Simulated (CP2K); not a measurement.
A run of CP2K 2026.2 is set up as follows.

kf_charges.inp

```
&GLOBAL
  PROJECT kf_charges
  RUN_TYPE ENERGY_FORCE
  PRINT_LEVEL LOW
&END GLOBAL
&FORCE_EVAL
  METHOD QS
  STRESS_TENSOR ANALYTICAL
  &DFT
    BASIS_SET_FILE_NAME BASIS_MOLOPT_UZH
    POTENTIAL_FILE_NAME POTENTIAL_UZH
    &MGRID
      CUTOFF 750
      REL_CUTOFF 60
      NGRIDS 5
    &END MGRID
    &QS
      METHOD GPW
      EPS_DEFAULT 1.0E-10
    &END QS
    &KPOINTS
      SCHEME MONKHORST-PACK 9 9 9
      GAMMA_CENTERED T
      SYMMETRY T
      SYMMETRY_BACKEND SPGLIB
    &END KPOINTS
    &SCF
      SCF_GUESS ATOMIC
      EPS_SCF 1.0E-6
      MAX_SCF 100
      ADDED_MOS 10
      CHOLESKY OFF
      EPS_EIGVAL 1.0E-7
      &DIAGONALIZATION ON
        ALGORITHM STANDARD
      &END DIAGONALIZATION
      &MIXING ON
        METHOD BROYDEN_MIXING
        ALPHA 0.4
        BETA 1.5
        NBUFFER 8
      &END MIXING
      &SMEAR ON
        METHOD FERMI_DIRAC
        ELECTRONIC_TEMPERATURE 580.23
      &END SMEAR
    &END SCF
    &XC
      &XC_FUNCTIONAL PBE
      &END XC_FUNCTIONAL
    &END XC
    &PRINT
      &KPOINTS ON
      &END KPOINTS
      &MULLIKEN ON
      &END MULLIKEN
      &MO ON
        ENERGIES T
        OCCUPATION_NUMBERS T
        &EACH
          QS_SCF 0
        &END EACH
        ADD_LAST NUMERIC
      &END MO
      &LOWDIN ON
      &END LOWDIN
      &HIRSHFELD ON
        SHAPE_FUNCTION DENSITY
      &END HIRSHFELD
      &VORONOI ON
        VORONOI_RADII UNITY
      &END VORONOI
    &END PRINT
  &END DFT
  &SUBSYS
    &CELL
      ABC 3.7785665066 3.7785665066 3.7785665067
      ALPHA_BETA_GAMMA 60.0000000000 60.0000000005 60.0000000000
      PERIODIC XYZ
    &END CELL
    &COORD
      SCALED
      K   0.0000000000 0.0000000000 0.0000000000
      F   0.5000000000 0.5000000000 0.5000000000
    &END COORD
    &KIND K
      BASIS_SET TZVP-MOLOPT-PBE-GTH-q9
      POTENTIAL GTH-PBE-q9
    &END KIND
    &KIND F
      BASIS_SET TZVP-MOLOPT-PBE-GTH-q7
      POTENTIAL GTH-PBE-q7
    &END KIND
    &PRINT
      &ATOMIC_COORDINATES ON
      &END ATOMIC_COORDINATES
      &CELL ON
      &END CELL
    &END PRINT
  &END SUBSYS
  &PRINT
    &FORCES ON
    &END FORCES
    &STRESS_TENSOR ON
    &END STRESS_TENSOR
  &END PRINT
&END FORCE_EVAL
```

Potentials or basis: POTENTIAL_UZH K GTH-PBE-q9, F GTH-PBE-q7; TZVP-MOLOPT-PBE-GTH basis.

The run is started by

```console
$ OMP_NUM_THREADS=1 cp2k.psmp -i kf_charges.inp -o kf_charges.out
```

Question: Estimate the Mulliken charges.

Answer: K +0.79; F -0.79 e.

Question: What does it give for the Hirshfeld charges?

Answer: K +0.36; F -0.36 e.

Question: Estimate the pressure.

Answer: 1.5 GPa.

Caveat: the basis of atomic orbitals isn't converged, which shifts pressures, moduli and gaps.
